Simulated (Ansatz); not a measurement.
LiCl:

```xyz
2
Lattice="0.0000 2.5648 2.5648 2.5648 0.0000 2.5648 2.5648 2.5648 0.0000" Properties=species:S:1:pos:R:3 pbc="T T T"
Cl    2.5648    2.5648    2.5648
Li    0.0000    0.0000    0.0000
```

- Program: Ansatz 0.2.0
- Task: relaxation of cell and atoms
- Functional: LDA
- Potentials or basis: Ansatz PAW
- Cutoff: 420 eV (not typed: the program's choice for these potentials)
- k mesh: 9 × 9 × 9
- Occupations: fermi-dirac, width 0.05 eV
- Spin: no spin polarisation

At the start: volume 16.87 Å³/atom.

Q: How do energy, volume and symmetry change on relaxing?

A: It ends after 5 steps and the volume is 15.29 Å³/atom (-9.4 %); space group Fm-3m (No. 225, to 0.05 Å).

Step by step:
```
step  energy change (eV)  largest force (eV/Å)  volume (Å³)
   1              0.0000                0.0000        33.74
   2             -0.0313                0.0000        31.54
   3             -0.0348                0.0000        30.41
   4             -0.0349                0.0000        30.58
   5             -0.0348                0.0000        30.58
```

Final structure:
```yaml
crystal:
  lattice:
    - [0.00000, 2.48207, 2.48207]
    - [2.48207, 0.00000, 2.48207]
    - [2.48207, 2.48207, 0.00000]
  atoms:
    - { symbol: Cl, position: [0.50000, 0.50000, 0.50000] }
    - { symbol: Li, position: [0.00000, 0.00000, 0.00000] }
```

Caveat: the plane-wave basis is chosen anew once the cell has moved, so the energies of steps on either side of that aren't comparable; the PAW data sets come from PBE, with cores solved anew for the run's functional, which leaves a small shift of forces and pressure.
